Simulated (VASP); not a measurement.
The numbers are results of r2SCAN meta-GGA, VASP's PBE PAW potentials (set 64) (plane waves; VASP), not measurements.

VASP input:

File KPOINTS:
```
K-points
0
gamma
 6 6 6
0 0 0
```

INCAR:
```
SYSTEM = CsBr
PREC = Accurate; ENCUT = 480; LREAL = F
LASPH = T
EDIFF = 1E-6; NELM = 100; ALGO = Normal
LMAXMIX = 4; LMIXTAU = T
ISMEAR = 0; SIGMA = 0.05
METAGGA = R2SCAN
IBRION = 2; NSW = 60; ISIF = 3
EDIFFG = -0.01
LWAVE = F; LCHARG = F
```

POSCAR:
```
CsBr
1
    4.2900000000     0.0000000000     0.0000000000
    0.0000000000     4.2900000000     0.0000000000
    0.0000000000     0.0000000000     4.2900000000
Cs Br
1 1
Direct
  0.0000000000   0.0000000000   0.0000000000
  0.5000000000   0.5000000000   0.5000000000
```

POTCAR, in this order: Cs_sv Br (PBE.64 set). Program: vasp_std.

Output

### OSZICAR
```
       N       E                     dE             d eps       ncg     rms          rms(c)
DAV:   1     0.513968386051E+02    0.51397E+02   -0.64675E+03   480   0.108E+03
DAV:   2    -0.395315274754E+02   -0.90928E+02   -0.83767E+02   744   0.181E+02
DAV:   3    -0.458852711297E+02   -0.63537E+01   -0.63370E+01   584   0.541E+01
DAV:   4    -0.459404138186E+02   -0.55143E-01   -0.55112E-01   568   0.605E+00
DAV:   5    -0.459408771249E+02   -0.46331E-03   -0.46325E-03   588   0.539E-01    0.173E+00
DAV:   6    -0.427257409499E+02    0.32151E+01   -0.58162E-01   532   0.661E+00    0.143E+00
DAV:   7    -0.416215038014E+02    0.11042E+01   -0.47089E-01   532   0.557E+00    0.543E-01
DAV:   8    -0.423492565106E+02   -0.72775E+00   -0.37683E-01   488   0.653E+00    0.460E-01
DAV:   9    -0.422760938025E+02    0.73163E-01   -0.14524E-01   480   0.458E+00    0.259E-01
DAV:  10    -0.423415294521E+02   -0.65436E-01   -0.15212E-01   484   0.441E+00    0.794E-02
DAV:  11    -0.423046633425E+02    0.36866E-01   -0.28593E-02   496   0.214E+00    0.650E-02
DAV:  12    -0.423209028202E+02   -0.16239E-01   -0.10312E-02   492   0.129E+00    0.458E-02
DAV:  13    -0.423194301308E+02    0.14727E-02   -0.28426E-04   584   0.207E-01    0.356E-02
DAV:  14    -0.423220480298E+02   -0.26179E-02   -0.11822E-03   488   0.425E-01    0.760E-03
DAV:  15    -0.423221269115E+02   -0.78882E-04   -0.68337E-05   536   0.112E-01    0.404E-03
DAV:  16    -0.423221462969E+02   -0.19385E-04   -0.37027E-06   552   0.249E-02    0.379E-03
DAV:  17    -0.423221275296E+02    0.18767E-04   -0.64485E-06   508   0.358E-02    0.145E-03
DAV:  18    -0.423221535994E+02   -0.26070E-04   -0.14901E-05   492   0.547E-02    0.857E-04
DAV:  19    -0.423221538574E+02   -0.25797E-06   -0.14802E-07   332   0.373E-03
   1 F= -.42322154E+02 E0= -.42322154E+02  d E =-.423222E+02
       N       E                     dE             d eps       ncg     rms          rms(c)
DAV:   1    -0.423384194027E+02   -0.16266E-01   -0.35327E-01   484   0.390E+00    0.594E-01
DAV:   2    -0.423271569245E+02    0.11262E-01   -0.16977E-02   492   0.911E-01    0.268E-01
DAV:   3    -0.423242358700E+02    0.29211E-02   -0.11197E-02   480   0.726E-01    0.924E-02
DAV:   4    -0.423243436729E+02   -0.10780E-03   -0.11748E-03   484   0.367E-01    0.354E-02
DAV:   5    -0.423241986420E+02    0.14503E-03   -0.64941E-04   480   0.314E-01    0.256E-02
DAV:   6    -0.423242101411E+02   -0.11499E-04   -0.41079E-04   480   0.245E-01    0.936E-03
DAV:   7    -0.423242994150E+02   -0.89274E-04   -0.61220E-05   480   0.105E-01    0.237E-03
DAV:   8    -0.423243049022E+02   -0.54871E-05   -0.65119E-06   532   0.297E-02    0.112E-03
DAV:   9    -0.423243045832E+02    0.31904E-06   -0.32078E-07   336   0.779E-03
   2 F= -.42324305E+02 E0= -.42324305E+02  d E =-.215073E-02
       N       E                     dE             d eps       ncg     rms          rms(c)
DAV:   1    -0.423311236421E+02   -0.68187E-02   -0.15978E-01   480   0.263E+00    0.400E-01
DAV:   2    -0.423260217709E+02    0.51019E-02   -0.77485E-03   496   0.616E-01    0.180E-01
DAV:   3    -0.423247051346E+02    0.13166E-02   -0.50346E-03   480   0.488E-01    0.623E-02
DAV:   4    -0.423247207187E+02   -0.15584E-04   -0.53617E-04   488   0.251E-01    0.236E-02
DAV:   5    -0.423246876709E+02    0.33048E-04   -0.28506E-04   484   0.211E-01    0.168E-02
DAV:   6    -0.423246853186E+02    0.23523E-05   -0.18056E-04   488   0.162E-01    0.620E-03
DAV:   7    -0.423247269997E+02   -0.41681E-04   -0.28920E-05   484   0.713E-02    0.155E-03
DAV:   8    -0.423247297390E+02   -0.27393E-05   -0.30000E-06   528   0.204E-02    0.777E-04
DAV:   9    -0.423247295932E+02    0.14583E-06   -0.14040E-07   252   0.510E-03
   3 F= -.42324730E+02 E0= -.42324730E+02  d E =-.257574E-02
```

**OUTCAR**
```
------------------------ aborting loop because EDIFF is reached ----------------------------------------
  FORCE on cell =-STRESS in cart. coord.  units (eV):
  Direction    XX          YY          ZZ          XY          YZ          ZX
  --------------------------------------------------------------------------------------
  Total        0.0026164      0.0026164      0.0026164      0.0000000      0.0000000     -0.0000000
  in kB        0.0517924      0.0517924      0.0517924      0.0000000      0.0000000     -0.0000000
  external PRESSURE =       0.0517924 kB  Pullay stress =       0.0000000 kB
  volume of cell :       80.94
      direct lattice vectors                 reciprocal lattice vectors
     4.325659170  0.000000000 -0.000000000     0.231178639  0.000000000 -0.000000000
    -0.000000000  4.325659170  0.000000000     0.000000000  0.231178639  0.000000000
     0.000000000 -0.000000000  4.325659170     0.000000000  0.000000000  0.231178639
 POSITION                                       TOTAL-FORCE (eV/Angst)
 -----------------------------------------------------------------------------------
      0.00000      0.00000      0.00000         0.000000      0.000000      0.000000
      2.16283      2.16283      2.16283        -0.000000     -0.000000      0.000000
 -----------------------------------------------------------------------------------
    total drift:                                0.000000      0.000000     -0.000000
  FREE ENERGIE OF THE ION-ELECTRON SYSTEM (eV)
  ---------------------------------------------------
  free  energy   TOTEN  =       -42.3247295932 eV

  energy  without entropy=      -42.3247295932  energy(sigma->0) =      -42.32472959

 reached required accuracy - stopping structural energy minimisation
```
(Selected blocks of OUTCAR.)

File CONTCAR:
```
CsBr
   1.00000000000000
     4.3256591704047267    0.0000000000000000   -0.0000000000000000
    -0.0000000000000000    4.3256591704047267    0.0000000000000000
     0.0000000000000000   -0.0000000000000000    4.3256591704047267
  Cs              Br
     1     1
Direct
     0.0000000000000000    0.0000000000000000    0.0000000000000000
     0.5000000000000000    0.5000000000000000    0.5000000000000000
```

**OUTCAR**
```
 val. band max:       -0.7940246774   @ k =   0.5000   0.5000   0.0000

 cond. band min:       4.3729226727   @ k =   0.0000   0.0000   0.0000


 Fermi energy:        -0.5566769842

 k-point     1 :       0.0000    0.0000    0.0000
  band No.  band energies     occupation
      1     -21.1397      2.00000
      2     -13.5612      2.00000
      3      -7.3694      2.00000
      4      -7.3694      2.00000
      5      -7.3694      2.00000
      6      -0.8004      2.00000
      7      -0.8004      2.00000
      8      -0.8004      2.00000
      9       4.3729      0.00000
     10       4.6319      0.00000
     11       4.6319      0.00000
     12       8.9415      0.00000

 k-point     2 :       0.1667    0.0000    0.0000
  band No.  band energies     occupation
      1     -21.1273      2.00000
      2     -13.5639      2.00000
      3      -7.4672      2.00000
      4      -7.3456      2.00000
      5      -7.3456      2.00000
      6      -1.1755      2.00000
      7      -0.8456      2.00000
      8      -0.8456      2.00000
      9       4.8097      0.00000
     10       5.0001      0.00000
     11       5.2322      0.00000
     12       8.7913      0.00000

 k-point     3 :       0.3333    0.0000    0.0000
  band No.  band energies     occupation
      1     -21.1019      2.00000
      2     -13.5707      2.00000
      3      -7.6460      2.00000
      4      -7.2970      2.00000
      5      -7.2970      2.00000
      6      -1.7839      2.00000
      7      -0.9390      2.00000
      8      -0.9390      2.00000
      9       5.2777      0.00000
     10       6.2906      0.00000
     11       6.6330      0.00000
     12       8.6575      0.00000

 k-point     4 :       0.5000    0.0000    0.0000
  band No.  band energies     occupation
      1     -21.0891      2.00000
      2     -13.5749      2.00000
      3      -7.7277      2.00000
      4      -7.2722      2.00000
      5      -7.2722      2.00000
      6      -2.0440      2.00000
...
```

Energy and stress use the plane-wave basis of the starting cell. Unless said otherwise, spin-orbit coupling is left out, though it shifts the bands of the heavy elements here.

The compound is CsBr in the CsCl type structure. This run relaxes it. Symmetry was kept, so distortions that lower it aren't found.
